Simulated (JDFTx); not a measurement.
# ZrC (Fm-3m) in JDFTx: further runs

The runs below take ZrC through single point, with PBE.

Everything below comes from runs of JDFTx 1.7.0 (patched build). Logs are shortened: lines on timing, memory, paths and dates and some standing lists are left out, and cuts for length are marked. The log counts tension as positive stress, the text compression.

## Step 1: The structure

The structure is cubic, space group Fm-3m (No. 225). The conventional cell has a = 4.730 Å, b = 4.730 Å, c = 4.730 Å, α = 90.00°, β = 90.00°, γ = 90.00°. Zr (site symmetry m-3m) is surrounded by 6 C at 2.37 Å. C (site symmetry m-3m) is surrounded by 6 Zr at 2.37 Å.

## Step 2: Single point, PBE

Contents of ZrC.in:

```
lattice \
    0.0000000000     4.4692022847     4.4692022847 \
    4.4692022847     0.0000000000     4.4692022847 \
    4.4692022847     4.4692022847     0.0000000000
coords-type Cartesian
ion Zr     4.4692022847     4.4692022847     4.4692022847 1
ion C      0.0000000000     0.0000000000     0.0000000000 1

ion-species pseudo/Zr.upf
ion-species pseudo/C.upf
elec-cutoff 41 328
elec-ex-corr gga-PBE
kpoint-folding 10 10 10
elec-smearing Fermi 0.0018374661
elec-n-bands 14
electronic-SCF nIterations 100 energyDiffThreshold 1e-09
electronic-minimize nIterations 30 energyDiffThreshold 1e-7
converge-empty-states yes
forces-output-coords Cartesian

dump-name run.$VAR
dump End Ecomponents EigStats BandEigs Kpoints Forces Stress ElecDensity Dtot KEdensity
```

Potentials or basis: PseudoDojo-SR-PBE-0.4.1-standard with smoothed tails.

Run with:

```console
$ jdftx -c 1 -i ZrC.in -o ZrC.out
```

Log:

```text
*************** JDFTx 1.7.0 (patched build) ***************

Input parsed successfully to the following command list (including defaults):
[... the input with its defaults ...]

---------- Setting up symmetries ----------

Found 48 point-group symmetries of the bravais lattice
Found 48 space-group symmetries with basis
Applied RMS atom displacement 0 bohrs to make symmetries exact.

---------- Initializing the Grid ----------
R =
[            0       4.4692       4.4692  ]
[       4.4692            0       4.4692  ]
[       4.4692       4.4692            0  ]
unit cell volume = 178.534
G =
[  -0.702943   0.702943   0.702943  ]
[   0.702943  -0.702943   0.702943  ]
[   0.702943   0.702943  -0.702943  ]
Minimum fftbox size, Smin = [  52  52  52  ]
Chosen fftbox size, S = [  54  54  54  ]

---------- Initializing tighter grid for wavefunction operations ----------
R =
[            0       4.4692       4.4692  ]
[       4.4692            0       4.4692  ]
[       4.4692       4.4692            0  ]
unit cell volume = 178.534
G =
[  -0.702943   0.702943   0.702943  ]
[   0.702943  -0.702943   0.702943  ]
[   0.702943   0.702943  -0.702943  ]
Minimum fftbox size, Smin = [  40  40  40  ]
Chosen fftbox size, S = [  40  40  40  ]

---------- Exchange Correlation functional ----------
Initalized PBE GGA exchange.
Initalized PBE GGA correlation.

---------- Setting up pseudopotentials ----------
Width of ionic core gaussian charges (only for fluid interactions / plotting) set to 0

Reading pseudopotential file 'pseudo/Zr.upf':
  'Zr' pseudopotential, 'PBE' functional
  Generated using ONCVPSP code by D. R. Hamann
  12 valence electrons, 4 orbitals, 6 projectors, 1001 radial grid points, with lMax = 2
    4S    l: 0   occupation:  2.0   eigenvalue: -2.003021
    4P    l: 1   occupation:  6.0   eigenvalue: -1.192945
    4D    l: 2   occupation:  2.0   eigenvalue: -0.132262
    5S    l: 0   occupation:  2.0   eigenvalue: -0.163149
  Core radius for overlap checks: 1.48 bohrs.

Reading pseudopotential file 'pseudo/C.upf':
  'C' pseudopotential, 'PBE' functional
  Generated using ONCVPSP code by D. R. Hamann
  4 valence electrons, 2 orbitals, 4 projectors, 1001 radial grid points, with lMax = 1
    2S    l: 0   occupation:  2.0   eigenvalue: -0.505335
    2P    l: 1   occupation:  2.0   eigenvalue: -0.194238
  Core radius for overlap checks: 1.21 bohrs.

Initialized 2 species with 2 total atoms.

Folded 1 k-points by 10x10x10 to 1000 k-points.

---------- Setting up k-points, bands, fillings ----------
Reduced to 47 k-points under symmetry.
Computing the number of bands and number of electrons
Calculating initial fillings.
nElectrons:  16.000000   nBands: 14   nStates: 47

----- Setting up reduced wavefunction bases (one per k-point) -----
average nbasis = 2237.549 , ideal nbasis = 2238.669

---------- Setting up ewald sum ----------
Optimum gaussian width for ewald sums = 2.029834 bohr.
Real space sum over 1331 unit cells with max indices [  5  5  5  ]
Reciprocal space sum over 2197 terms with max indices [  6  6  6  ]

---------- Allocating electronic variables ----------
Initializing wave functions:  linear combination of atomic orbitals
Zr pseudo-atom occupations:   s ( 2 2 )  p ( 6 )  d ( 2 )
C pseudo-atom occupations:   s ( 2 )  p ( 2 )
	FillingsUpdate:  mu: +0.558307664  nElectrons: 16.000000
LCAOMinimize: Iter:   0  F: -52.9177617784974785  |grad|_K:  1.151e-02  alpha:  1.000e+00
	FillingsUpdate:  mu: +0.544632508  nElectrons: 16.000000
LCAOMinimize: Iter:   1  F: -53.1197190526959488  |grad|_K:  1.718e-03  alpha:  3.108e-01  linmin:  4.231e-01  cgtest: -9.160e-01
LCAOMinimize: 	Bad step direction: g.d > 0.
[... 11 lines of inner loops ...]
LCAOMinimize: 	Predicted alpha/alphaT>3.000000, increasing alphaT to 8.219433e-01.
	FillingsUpdate:  mu: +0.560003163  nElectrons: 16.000000
LCAOMinimize: Iter:   6  F: -53.1238719165899909  |grad|_K:  5.290e-09  alpha:  9.710e-01  linmin:  1.222e-02  cgtest: -8.732e-03
LCAOMinimize: Converged (|Delta F|<1.000000e-06 for 2 iters).

-------- Electronic minimization -----------
Will mix electronic density at each iteration.
	FillingsUpdate:  mu: +0.560003163  nElectrons: 16.000000
	FillingsUpdate:  mu: +0.547428216  nElectrons: 16.000000
SCF: Cycle:  0   F: -53.160111635537383   dF: -3.624e-02   |Residual|: 4.954e-02   |deigs|: 2.818e-02
	FillingsUpdate:  mu: +0.541056962  nElectrons: 16.000000
SCF: Cycle:  1   F: -53.161462810471697   dF: -1.351e-03   |Residual|: 2.102e-02   |deigs|: 6.779e-03
	FillingsUpdate:  mu: +0.540282944  nElectrons: 16.000000
SCF: Cycle:  2   F: -53.161667300358367   dF: -2.045e-04   |Residual|: 9.053e-03   |deigs|: 4.170e-03
	FillingsUpdate:  mu: +0.539077549  nElectrons: 16.000000
SCF: Cycle:  3   F: -53.161692768078382   dF: -2.547e-05   |Residual|: 2.228e-03   |deigs|: 1.492e-03
	FillingsUpdate:  mu: +0.539430423  nElectrons: 16.000000
SCF: Cycle:  4   F: -53.161693736566498   dF: -9.685e-07   |Residual|: 9.539e-04   |deigs|: 4.366e-04
	FillingsUpdate:  mu: +0.539256944  nElectrons: 16.000000
SCF: Cycle:  5   F: -53.161694423505168   dF: -6.869e-07   |Residual|: 1.383e-04   |deigs|: 1.681e-04
	FillingsUpdate:  mu: +0.539265587  nElectrons: 16.000000
SCF: Cycle:  6   F: -53.161694445224867   dF: -2.172e-08   |Residual|: 6.632e-05   |deigs|: 6.530e-06
	FillingsUpdate:  mu: +0.539276222  nElectrons: 16.000000
SCF: Cycle:  7   F: -53.161694447823265   dF: -2.598e-09   |Residual|: 1.376e-05   |deigs|: 1.188e-05
	FillingsUpdate:  mu: +0.539274979  nElectrons: 16.000000
SCF: Cycle:  8   F: -53.161694448236780   dF: -4.135e-10   |Residual|: 5.994e-06   |deigs|: 2.122e-06
	FillingsUpdate:  mu: +0.539275563  nElectrons: 16.000000
SCF: Cycle:  9   F: -53.161694448314577   dF: -7.780e-11   |Residual|: 4.863e-06   |deigs|: 1.959e-06
SCF: Converged (|Delta E|<1.000000e-09 for 2 iters).

Setting wave functions to eigenvectors of Hamiltonian
Converging empty states (this may take a while): |deigs|: 1.013e-04

# Stress tensor in Cartesian coordinates [Eh/a0^3]:
[  9.56426e-05            0            0  ]
[            0  9.56426e-05            0  ]
[            0            0  9.56426e-05  ]

# Ionic positions in cartesian coordinates:
ion Zr   4.469202284700000   4.469202284700000   4.469202284700000 1
ion C   0.000000000000000   0.000000000000000   0.000000000000000 1

# Forces in Cartesian coordinates:
force Zr  -0.000000000000000   0.000000000000000  -0.000000000000000 1
force C  -0.000000000000000   0.000000000000000  -0.000000000000000 1

# Energy components:
   Eewald =      -46.8871308238308586
       EH =        6.3756491972541012
     Eloc =      -27.5368014362400970
      Enl =        5.1652180936358096
      Exc =      -12.1584327366093188
 Exc_core =        3.5461993551494628
       KE =       18.3336986029208546
-------------------------------------
     Etot =      -53.1615997477200537
       TS =        0.0000947005945244
-------------------------------------
        F =      -53.1616944483145772

IonicMinimize: Iter:   0  F: -53.161694448314577  |grad|_K:  1.250e-41
IonicMinimize: Converged (|grad|_K<1.000000e-04).

#--- Lowdin population analysis ---
# oxidation-state Zr +0.783
# oxidation-state C -0.744

Dumping 'run.eigStats' ...
	eMin: -1.232117 at state 0 ( [ +0.000000 +0.000000 +0.000000 ] spin 0 )
	HOMO: +0.536666 at state 1 ( [ +0.000000 +0.000000 +0.100000 ] spin 0 )
	mu  : +0.539275
	LUMO: +0.540339 at state 30 ( [ +0.000000 +0.500000 +0.500000 ] spin 0 )
	eMax: +1.004295 at state 46 ( [ +0.200000 +0.500000 -0.300000 ] spin 0 )
	HOMO-LUMO gap: +0.003673
	Optical gap  : +0.024075 at state 28 ( [ +0.000000 +0.400000 +0.500000 ] spin 0 )
Done!
```

Wall time 50 s (1 thread of Intel Xeon Platinum 8488C (Sapphire Rapids), shared host); peak memory 0.12 GiB.

Results:

* Free energy: -1446.6034 eV
* Pressure: -2.8 GPa
* Band gap on the k mesh: none (metal or under the smearing width)
* Loewdin charges: Zr +0.78; C -0.74 e

## Step 3: Single point, PBE, spin-orbit coupling, no magnetisation

Edit ZrC.in of step 2 so:

```diff
@@ -14,4 +14,5 @@
 elec-smearing Fermi 0.0018374661
-elec-n-bands 14
-electronic-SCF nIterations 100 energyDiffThreshold 1e-09
+elec-n-bands 28
+spintype spin-orbit
+electronic-SCF nIterations 100 energyDiffThreshold 1e-08
 electronic-minimize nIterations 30 energyDiffThreshold 1e-7
@@ -21,2 +22,2 @@
 dump-name run.$VAR
-dump End Ecomponents EigStats BandEigs Kpoints Forces Stress ElecDensity Dtot KEdensity
+dump End Ecomponents EigStats BandEigs Kpoints Forces Stress ElecDensity Dtot
```

Potentials or basis: PseudoDojo-FR-PBE-0.4-standard with smoothed tails.

Run with:

```console
$ jdftx -c 1 -i ZrC.in -o ZrC.out
```

It took 2.5 min on 1 thread of Intel Xeon Platinum 8488C (Sapphire Rapids), shared host; peak memory 0.25 GiB.

It converged, with:

```yaml
Free_energy: -1446.4865 eV
Pressure: -2.7 GPa
Band_gap_on_the_k_mesh: none (metal or under the smearing width)
Loewdin_charges: Zr +0.78; C -0.74 e
```

Levels at points of the mesh, in eV from the Fermi level:
```
           k point  band 13  band 14  band 15  band 16  band 17  band 18  band 19  band 20
(0.00, 0.00, 0.00)     0.94     0.94     0.94     0.94     1.05     1.05     1.05     1.05
(0.00, 0.00, 0.50)    -2.90    -2.90    -2.88    -2.88     4.38     4.38     4.39     4.39
(0.00, 0.50, 0.50)    -1.71    -1.71    -0.03    -0.03     0.09     0.09     4.34     4.34
```

Caveat: the empty levels aren't tightly converged.
